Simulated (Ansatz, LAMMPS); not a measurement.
# Structural relaxation of a frame of liquid Al2O3 from 2363 K (130 atoms)

How does a frame of liquid Al2O3 from 2363 K (130 atoms) relax, and what do bonds, charges and levels look like afterwards?

Method: Kohn-Sham DFT, PBE, PAW (set soft_2), plane waves, in Ansatz 0.2.0.

## (1) The structure

The cell holds 130 atoms: 52 Al and 78 O. Its edges and angles: a = 11.449 Å, b = 11.449 Å, c = 11.449 Å, α = 90.0°, β = 90.0°, γ = 90.0°. 130 atoms (52 Al, 78 O) placed at random at 2.93 g/cm³, melted at 4500 K for 20 ps at fixed volume with the Morse and Coulomb pair potential with partial charges (Pedone, Malavasi, Menziani, Cormack and Segre, J. Phys. Chem. B 110, 11780 (2006)). Snapshot at the end of a hold of 20 ps at 2363 K and fixed volume.

Limits known from the start: The network of bonds at the start is that of the classical potential that made the cell. Sampling is at Γ alone, for a cell whose shortest periodic width is 11 Å.

## (2) How the cell was made

A classical potential makes the cell, at a small fraction of what the same run would cost in DFT.

This step: classical MD, Morse and Coulomb pair potential with partial charges (Pedone, Malavasi, Menziani, Cormack and Segre, J. Phys. Chem. B 110, 11780 (2006)) (LAMMPS 22 Jul 2025 - Update 4).

Contents of in.lmp:

```
# melt-quench of Al52O78
units metal
atom_style charge
boundary p p p
region box block 0 11.4492 0 11.4492 0 11.4492
create_box 2 box
mass 1 26.9815   # Al
mass 2 15.9990   # O
create_atoms 1 random 52 124112 NULL overlap 1.5 maxtry 2000
create_atoms 2 random 78 124119 NULL overlap 1.5 maxtry 2000
pair_style hybrid/overlay pedone 5.5 coul/long 8.0
pair_coeff * * coul/long
pair_coeff 1 2 pedone 0.361581 1.900442 2.164818 0.9   # Al-O
pair_coeff 2 2 pedone 0.042395 1.379316 3.618701 22   # O-O
set type 1 charge 1.8
set type 2 charge -1.2
kspace_style pppm 1.0e-4
neigh_modify delay 0 every 1 check yes
thermo_style custom step time temp pe press density
thermo_modify norm yes
timestep 0.002
thermo 100
min_style cg
minimize 1e-4 1e-4 200 2000
reset_timestep 0
velocity all create 4500 124113 mom yes dist gaussian
fix lim all nve/limit 0.05
fix lan all langevin 4500 4500 0.2 124114 zero yes
thermo 500
run 1000 post no
unfix lim
unfix lan
thermo 1666
fix md all nvt temp 4500 4500 0.2
run 10000 post no
unfix md
thermo 1666
fix md all nvt temp 4500 2363 0.2
run 5000 post no
unfix md
compute msd all msd com yes
thermo 2500
fix md all nvt temp 2363 2363 0.2
run 10000 post no
print "== T2363: mean square displacement over the hold $(c_msd[4]:%.2f) A^2"
unfix md
uncompute msd
write_dump all custom T2363.dump id type xs ys zs modify sort id
```

Launch:

```sh
lmp -in in.lmp -log none -nocite
```

Numbers of over 12 decimals in the logs are rounded to 6 here.

The program printed:

```text
LAMMPS (22 Jul 2025 - Update 4)
Created orthogonal box = (0 0 0) to (11.4492 11.4492 11.4492)
Created 52 atoms
Created 78 atoms
PPPM initialization ...
  G vector (1/distance) = 0.37772161
  grid = 12 12 12
  estimated relative force accuracy = 6.841831e-05
   Step          Time           Temp          PotEng         Press         Density
         0   0              0             -2.6237008      712180.44      2.9330996
        73   0.146          0             -13.419865     -44529.828      2.9330996
Loop time of 0.0587252 s on 1 MPI rank(s) for 73 steps with 130 atoms
Minimization stats:
  Stopping criterion = energy tolerance
  Energy initial, next-to-last, final =
     -2.62370079111298  -13.4186367817694  -13.4198645744568
  Force two-norm initial, final = 343.66965 2.1034183
  Iterations, force evaluations = 73 90
   Step          Time           Temp          PotEng         Press         Density
[... 8 lines left out ...]
      4998   9.996          4672.6127     -12.820096     -2523.5998      2.9330996
      6664   13.328         4435.5226     -12.7421        26766.198      2.9330996
      8330   16.66          4603.7474     -12.836114     -10821.828      2.9330996
      9996   19.992         4627.4014     -12.72583       55638.101      2.9330996
[... 1 line left out ...]
Loop time of 5.45024 s on 1 MPI rank(s) for 10000 steps with 130 atoms
   Step          Time           Temp          PotEng         Press         Density
[... 5 lines left out ...]
Loop time of 2.62432 s on 1 MPI rank(s) for 5000 steps with 130 atoms
   Step          Time           Temp          PotEng         Press         Density
[... 2 lines left out ...]
     20000   40             2196.4609     -13.058073     -63912.187      2.9330996
     22500   45             2136.5274     -13.083156     -34918.309      2.9330996
     25000   50             2410.0954     -13.202536     -68845.306      2.9330996
     26000   52             2366.4756     -13.158178     -51067.221      2.9330996
Loop time of 5.08168 s on 1 MPI rank(s) for 10000 steps with 130 atoms
== T2363: mean square displacement over the hold 30.57 A^2
```

Elapsed: 14 s, on 1 thread of Arm Neoverse V2, shared host; peak memory 0.072 GiB.

## (3) Single point at the start

A single point comes first, to see the forces before anything moves.

Contents of input.yaml:

```yaml
crystal:
  lattice:
    - [11.4492, 0.0, 0.0]
    - [0.0, 11.4492, 0.0]
    - [0.0, 0.0, 11.4492]
  atoms:
    - { symbol: Al, position: [0.6795, 0.82715, 0.99308] }
    - { symbol: Al, position: [0.16152, 0.25099, 0.56662] }
    - { symbol: Al, position: [0.96478, 0.15438, 0.78968] }
    - { symbol: Al, position: [0.66041, 0.74807, 0.43264] }
    - { symbol: Al, position: [0.03246, 0.82185, 0.78269] }
    - { symbol: Al, position: [0.43681, 0.61111, 0.11984] }
    - { symbol: Al, position: [0.70287, 0.9554, 0.25538] }
    - { symbol: Al, position: [0.8119, 0.28074, 0.52835] }
    - { symbol: Al, position: [0.25517, 0.3891, 0.08923] }
    - { symbol: Al, position: [0.66289, 0.60918, 0.20992] }
    - { symbol: Al, position: [0.23003, 0.42395, 0.38703] }
    - { symbol: Al, position: [0.90997, 0.48235, 0.06155] }
    - { symbol: Al, position: [0.54337, 0.94371, 0.78926] }
    - { symbol: Al, position: [0.4358, 0.29199, 0.46949] }
    - { symbol: Al, position: [0.19475, 0.17998, 0.25716] }
    - { symbol: Al, position: [0.01583, 0.49351, 0.49588] }
    - { symbol: Al, position: [0.71696, 0.14497, 0.71134] }
    - { symbol: Al, position: [0.7543, 0.98667, 0.53438] }
    - { symbol: Al, position: [0.23343, 0.62234, 0.2587] }
    - { symbol: Al, position: [0.64338, 0.21996, 0.33972] }
    - { symbol: Al, position: [0.37059, 0.60629, 0.50663] }
    - { symbol: Al, position: [0.1996, 0.00525, 0.75231] }
    - { symbol: Al, position: [0.40907, 0.37704, 0.90382] }
    - { symbol: Al, position: [0.45989, 0.5994, 0.82567] }
    - { symbol: Al, position: [0.98586, 0.57238, 0.75788] }
    - { symbol: Al, position: [0.23072, 0.70775, 0.74281] }
    - { symbol: Al, position: [0.82618, 0.90654, 0.78879] }
    - { symbol: Al, position: [0.6097, 0.50267, 0.45213] }
    - { symbol: Al, position: [0.51008, 0.3517, 0.17831] }
    - { symbol: Al, position: [0.6906, 0.32171, 0.96056] }
    - { symbol: Al, position: [0.24536, 0.96871, 0.40005] }
    - { symbol: Al, position: [0.05457, 0.24378, 0.03217] }
    [... 92 atom lines left out ...]
    - { symbol: O, position: [0.4606, 0.89032, 0.89894] }
    - { symbol: O, position: [0.35222, 0.71322, 0.24356] }
    - { symbol: O, position: [0.24978, 0.38894, 0.91659] }
    - { symbol: O, position: [0.00258, 0.42189, 0.76295] }
    - { symbol: O, position: [0.63002, 0.33366, 0.44175] }
    - { symbol: O, position: [0.71183, 0.32483, 0.68038] }
kpoints:
  mp_grid: { grid: [1, 1, 1] }
hamiltonian:
  xc: pbe
scf:
  occupations: { method: fermi_dirac, width: 0.204 }
output:
  forces: true
  stress: true
  populations: intrinsic
  dos:
    method: { smearing: { sigma: 0.1 } }
    de: 0.1
    projected: { site_lists: { Al: [Al], O: [O] } }
  eigenvalues: true
```

Launch:

```sh
ansatz run input.yaml --threads 4 --pin off --max-ram 8192MiB --backend cpu --events-out ev --progress --plain --runs-dir out
```

The program printed:

```text
band count auto-derived: 460 (N_el = 624.0; filled up to band 312; 442 by the electrons, moments and atoms)
Engine: ansatz 0.2.0, aarch64-unknown-linux-gnu
Pseudopotentials: kind: paw
Pseudopotential: Al, paw, valence charge 3, recommended cutoff 420 eV (normal), Al.paw.azcp
Pseudopotential: O, paw, valence charge 6, recommended cutoff 420 eV (normal), O.paw.azcp
[... 5 lines on functional and potentials left out ...]
Crystal: 130 atoms, lattice volume = 1500.809 Å³
Basis set: ecut = 420 eV, 29423 PW (Γ), exchange–correlation on 160×160×160 points (8 copies of the dense FFT grid, shifted against one another)
Bands: 460, of which v1, the nominal top of the filled ones, is band 312 counted from 1 (311 counted from 0)
Symmetry: 1 space group operations
Space group: P1 (ITA 1), of the structure as read, at distance tolerance 1.1e-4 Å
k-points: 1
[... 5 lines on functional and potentials left out ...]
Initial density: superposition of atomic densities (neutral atoms: chi_scale 0, normalization atom), corrected by the library's trained network
Initial wavefunctions: pseudopotential atomic-orbital guess
Functional: x = pbe(κ = 0.804, μ = 0.219515), c = pbe(β = 0.066725)
SCF iter   1: F=—  HF=-72330.036847 eV  |F-HF|=—  |Δ(HF+E_count)|=         —  Δρ=3.35e-3  dr2=2.45e-1  ethr=1.77e-3  ⟨swp⟩=5.0  Hψ=1949  notcnv=0  defer=68
preconditioner: auto → Resta (q_TF=auto, 2.357 Å⁻¹)  ε∞=3.5  [insulator: Δε(μ)=1.565 eV  Ē_g=15.034 eV  σ=0.204 eV  W_gap=0.95  n_scr=340 (ndim 8)  ℏωp=23.9 eV  f_vac=0.048  D(μ)=0.65/eV (n_scr^D=0)  ε∞_Penn≈3.5]
SCF iter   2: F=—  HF=-72330.008724 eV  |F-HF|=—  |Δ(HF+E_count)|=   2.81e-2  Δρ=1.94e-3  dr2=5.60e-2  ethr=3.93e-5  ⟨swp⟩=3.0  Hψ=788  notcnv=0  defer=68
SCF iter   3: F=—  HF=-72330.009682 eV  |F-HF|=—  |Δ(HF+E_count)|=   9.58e-4  Δρ=8.77e-4  dr2=1.83e-2  ethr=8.98e-6  ⟨swp⟩=3.0  Hψ=623  notcnv=0  defer=68
SCF iter   4: F=—  HF=-72330.009715 eV  |F-HF|=—  |Δ(HF+E_count)|=   3.27e-5  Δρ=3.14e-4  dr2=1.54e-3  ethr=2.93e-6  ⟨swp⟩=2.0  Hψ=608  notcnv=0  defer=68
SCF iter   5: F=—  HF=-72330.009895 eV  |F-HF|=—  |Δ(HF+E_count)|=   1.81e-4  Δρ=1.77e-4  dr2=4.45e-4  ethr=2.46e-7  ⟨swp⟩=2.0  Hψ=635  notcnv=0  defer=68
SCF iter   6: F=—  HF=-72330.010005 eV  |F-HF|=—  |Δ(HF+E_count)|=   1.10e-4  Δρ=4.73e-5  dr2=3.69e-5  ethr=7.14e-8  ⟨swp⟩=2.0  Hψ=622  notcnv=0  defer=68
SCF iter   7: F=—  HF=-72330.009377 eV  |F-HF|=—  |Δ(HF+E_count)|=   6.28e-4  Δρ=3.26e-5  dr2=1.58e-5  ethr=5.92e-9  ⟨swp⟩=2.0  Hψ=774  notcnv=0  defer=68
SCF iter   8: F=—  HF=-72330.009382 eV  |F-HF|=—  |Δ(HF+E_count)|=   5.33e-6  Δρ=1.15e-5  dr2=2.23e-6  ethr=2.53e-9  ⟨swp⟩=2.0  Hψ=625  notcnv=0  defer=68
SCF iter   9: F=—  HF=-72330.009384 eV  |F-HF|=—  |Δ(HF+E_count)|=   2.12e-6  Δρ=7.84e-6  dr2=8.73e-7  ethr=3.58e-10  ⟨swp⟩=2.0  Hψ=625  notcnv=0  defer=68
SCF iter  10: F=-72330.009385 eV  HF=-72330.009385 eV  |F-HF|=5.09e-8  |Δ(HF+E_count)|=   7.51e-8  Δρ=2.35e-6  dr2=8.07e-8  ethr=1.60e-11  ⟨swp⟩=19.0  Hψ=2626  notcnv=0
SCF 1 converged in 10 iterations: F = -72330.009385 eV  dr2 = 8.07e-8
  greatest PAW one-centre occupation: 0.876 electrons in one spin orbital (limit 2), on the O atom at site 59 (counted from 0), in its partial waves of l = 0
SCF converged after 10 iterations
Free energy (F): -72330.009385 eV
Harris-Foulkes:  -72330.009385 eV  (|F-HF|=5.09e-8)
Internal energy: -72329.834413 eV  (E = F + TS)
E sigma→0 (E₀):  -72329.921899 eV
Entropy (-TS):   -0.174971 eV (-1.346 meV/atom)
Fermi energy:    6.483818 eV
--- Per-component energies (eV) ---
  E_band       = -1161.263249
  E_kinetic    = 15183.586736
  E_local      = -35467.163139  (includes V_loc(G=0)·N_el)
  E_nonlocal   = 4259.058917
  E_hartree    = 13420.903447
  E_xc         = -7896.654830
  E_vxc        = -8947.333550  (∫ρ·V_xc dr)
  E_paw        = -36682.962608  (= ΣΔE_a)
  E_vpaw       = -3031.403942  (= ΣTr[D̂ρ^β])
  E_aug_tail   = 0.195588  (compensation charges beyond the density's cutoff)
  E_ewald      = -25146.798525
  E_smearing   = -0.174971  (= −TS)
  E_closure    = 0.000000  (closes the sum)
  Σ components = -72330.009385   (vs F -72330.009385, Δ=0.00e0)
--- Forces (eV/Å), atoms counted from 1 ---
  atom   1  Al     0.51913056     2.69912675     0.76927620
  atom   2  Al     0.52494077    -2.81955639    -8.85258366
  atom   3  Al    -0.19374814    -2.34311368    -0.66763152
  atom   4  Al     1.70998084     2.02491193     0.12213816
  atom   5  Al     2.17832146     3.15346848    -0.50130309
  atom   6  Al    -2.18339954     0.89258376     2.44163247
  atom   7  Al    -3.85683539    -0.93068685     0.95083870
  atom   8  Al    -2.20311069    -3.04230081    -0.12783236
  atom   9  Al    -0.68372131     0.51759249     0.66469452
  atom  10  Al     4.81367242     3.77462305     0.64239900
  atom  11  Al    -0.50177236    -0.61821745     2.11458915
  atom  12  Al    -1.79774641    -2.59714089     0.79845893
  atom  13  Al    -0.78931629     2.30683748    -1.88957199
  atom  14  Al     2.07949747    -2.05843895     1.61234185
[...]
atom 129  O     -1.18499718     1.87195248     0.55338803
  atom 130  O      0.34533568    -0.56162118    -0.36994692
  max |Σ_I F_I| component: 2.77e-4 eV/Å
--- Stress (GPa, compression-positive) ---
        1.449386      -1.320746       2.274563
       -1.320737       7.055483       2.135572
        2.274566       2.135570       6.440369
  P = ⅓ Tr σ = 4.9817 GPa (49.817 kbar)
--- Band table (eV) ---
  k-point 0: bands = ["-14.9860", "-14.8646", "-14.7222", "-14.6426", [... 444 levels ...], "15.9517", "15.9838", "16.0407", "16.0897", "16.1161", "16.1350", "16.2002", "16.2510", "16.2686", "16.2801", "16.3306", "16.4012"]
--- intrinsic populations: 130 sites ---
  site symbol       q [e]
     0     Al      1.6940
     1     Al      1.5932
     2     Al      1.6950
[...]
129      O      6.8323
  spilling = -0.000000 (of n_electrons = 624.000000)
```

Elapsed: 31 s, on 4 threads of Arm Neoverse V2, shared host; peak memory 2.1 GiB.

In the SCF lines HF is the Harris–Foulkes energy and dr2 the Hartree energy of the density residual, in eV; the loop may stop once dr2 is under the threshold and the program's other checks hold. Hψ counts applications of the Hamiltonian.

Read from the output:

```
free energy                                      : -72330.0094 eV
free energy per atom                             : -556.3847 eV/atom
SCF cycles                                       : 10
pressure                                         : 4.982 GPa
r.m.s. force component                           : 2.558 eV/Å
longest force                                    : 13.23 eV/Å
Fermi energy                                     : 6.484 eV
gap (highest filled to lowest empty level) : 1.442 eV
levels partly filled by over 2 per cent          : 1
```

The r.m.s. force component of 2.6 eV/Å and the pressure of 5.0 GPa set the starting point.

Neighbours are counted within 2.49 Å (O-Al).

Length of the force by element and coordination:

```csv
element,coordination,atoms,mean length of the force (eV/Å),spread,least,most
Al,all,52,4.17,2.29,1.08,13.2
Al,3,1,4.91,0,4.91,4.91
Al,4,30,4.28,2.67,1.27,13.2
Al,5,16,4.13,1.85,1.08,7.51
Al,6,5,3.49,0.273,3.03,3.76
O,all,78,3.54,2.25,0.358,12.7
O,2,13,4.22,2.85,0.558,9.95
O,3,53,3.59,2.15,0.732,12.7
O,4,12,2.63,1.54,0.358,5.44
```

(Part 1 of 3 ends here.)

[Logs are printed without paths, hosts, clocks, repeated set-up lines and the standing remarks that a program may print on its own settings, such as how far it seeks lower states.]

[Hosts, paths, dates, database ids (printed as entryN), source tags and the programs' standing remarks are cut or masked in the printed files.]
